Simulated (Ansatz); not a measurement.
Ni3Ge: how the energy converges with the cutoff

Ni3Ge, P1, a = 3.492 Å, b = 3.519 Å, c = 3.520 Å, α, β, γ = 91.1°, 89.6°, 88.9°. Ansatz: r2SCAN, PAW, cutoff varied, Γ-centred 8×8×8 mesh on 4 atoms, Gaussian smearing 0.10 eV; no spin polarisation. Single points at one geometry with displaced atoms, the cutoff alone changed; ΔE is the energy at zero smearing over the run at 600 eV. The runs up to 350 eV lie under the cutoff recommended for these PAW datasets.

| cutoff (eV) | ΔE (meV/atom) |
| --- | --- |
| 200 | ? |
| 250 | 2121.31 |
| 300 | 232.06 |
| 350 | 18.86 |
| 500 | 1.56 |

Assume ΔE falls exponentially with the cutoff, fit y = ln ΔE against x, the cutoff in eV, to the other rows, and predict the missing value.

y = 7.660, 5.447, 2.937, 0.445. Means x = 350.0, y = 4.1223; Σ(Δx)² = 35000, ΣΔxΔy = -971.6; the slope is their ratio. y = 13.84 − 0.02776 x, a factor of ten per 83 eV. At 200 eV this gives ΔE = 3975.87 meV/atom. The run gave 13346.55, a ratio of 0.30. Between neighbouring rows the decay runs from a factor of ten per 46 eV to one per 139 eV, so one exponential is only a rough guide. The fast fall gives way to a slow tail, so a fit to low cutoffs promises convergence too early.

9 further runs of this set didn't finish or converge.

Cost: 6 runs of about 3.7 core-minutes in all, on Intel Xeon 6975P-C (Granite Rapids) (shared hosts).